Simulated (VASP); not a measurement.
Set up this calculation in VASP 6.6.1, as the native input.

- Task: relaxation of cell and atoms
- Functional: r2SCAN
- Potentials or basis: VASP PAW PBE potentials, release 64 (Si)
- Cutoff: 600 eV
- k mesh: 10 × 10 × 10
- Occupations: gaussian, width 0.02 eV
- Spin: no spin polarisation
- Further INCAR settings: ALGO = Normal; EDIFF = 1e-07; IBRION = 2; EDIFFG = -0.004; NSW = 80; ISIF = 3

The structure of Si lies in POSCAR:

```
Si
1.0
    0.0000000000      2.7154705000      2.7154705000
    2.7154705000      0.0000000000      2.7154705000
    2.7154705000      2.7154705000      0.0000000000
Si
2
Direct
    0.0000000000      0.0000000000      0.0000000000
    0.2500000000      0.2500000000      0.2500000000
```

One way to write it, as run:

INCAR

```
SYSTEM = Si
ALGO     = Normal         ! electronic algorithm
EDIFF    = 1E-7           ! SCF threshold, eV
EDIFFG   = -0.004         ! ionic threshold
ENCUT    = 600            ! plane-wave cutoff, eV
IBRION   = 2              ! ionic algorithm
ISIF     = 3              ! what is computed and relaxed
ISMEAR   = 0              ! smearing method
LASPH    = .True.         ! aspherical terms in the spheres
LCHARG   = .False.        ! write CHGCAR
LMIXTAU  = .True.       
LREAL    = .False.        ! projectors in reciprocal space
LWAVE    = .False.        ! write WAVECAR
METAGGA  = R2SCAN         ! meta-GGA
NELM     = 60             ! most SCF steps
NSW      = 80             ! ionic steps
PREC     = Accurate       ! precision mode
SIGMA    = 0.02           ! smearing width, eV
```

KPOINTS

```
k-points
0
Gamma
  10 10 10
  0 0 0
```

Potentials or basis: VASP PAW PBE potentials, release 64 (Si).

The run is started by

```sh
$ cat potpaw_PBE.64/Si/POTCAR > POTCAR
$ mpirun -np 1 vasp_std > vasp.out
```

It gave:

* Relaxed volume: 20.12 Å³/atom
* Relaxed cell: a = 3.846 Å, b = 3.846 Å, c = 3.846 Å, α = 60.00°, β = 60.00°, γ = 60.00°
* Space group after relaxing (to 0.05 Å): Fd-3m (No. 227)
* Energy gained by relaxing: 0.1 meV/atom
* Ionic steps: 3
* Pressure after relaxing: 0.0 GPa
* Band gap on the k mesh: 0.79 eV, indirect (least direct gap 2.76 eV)

Caveat: the PAW data sets were made with another functional, which shifts forces and pressure a little.

Run time: 65 s on 1 thread of Intel(R) Xeon(R) 6975P-C (Granite Rapids), on a shared host, peak memory 0.17 GiB.
